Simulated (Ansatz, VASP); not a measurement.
One calculation of AlN, two programs

```
Al N
1.0
     0.00000    2.20673    2.20673
     2.20673    0.00000    2.20673
     2.20673    2.20673    0.00000
Al N
1 1
Direct
  0.00000 0.00000 0.00000
  0.25000 0.25000 0.25000
```

Change from the starting cell: hydrostatic strain +1.0%.

Alike in both runs: task single point; functional PBE; k mesh 10 × 10 × 10; occupations fermi-dirac, width 0.02 eV; no spin polarisation.

|  | VASP | Ansatz |
| --- | --- | --- |
| version | VASP 6.6.1 | Ansatz 0.2.0 |
| potentials or method | VASP PAW PBE potentials, release 64 (Al, N) | plane waves, PAW |
| plane-wave cutoff (eV) | 520 | 420 |
| valence electrons in the cell | 8 | 8 |

```csv
,VASP,Ansatz,Ansatz less VASP
gap on the k mesh at the Fermi level (eV),3.30,3.31,+0.007
pressure (GPa),-1.6,-1.3,+0.28
```

A k mesh can miss the band edges.
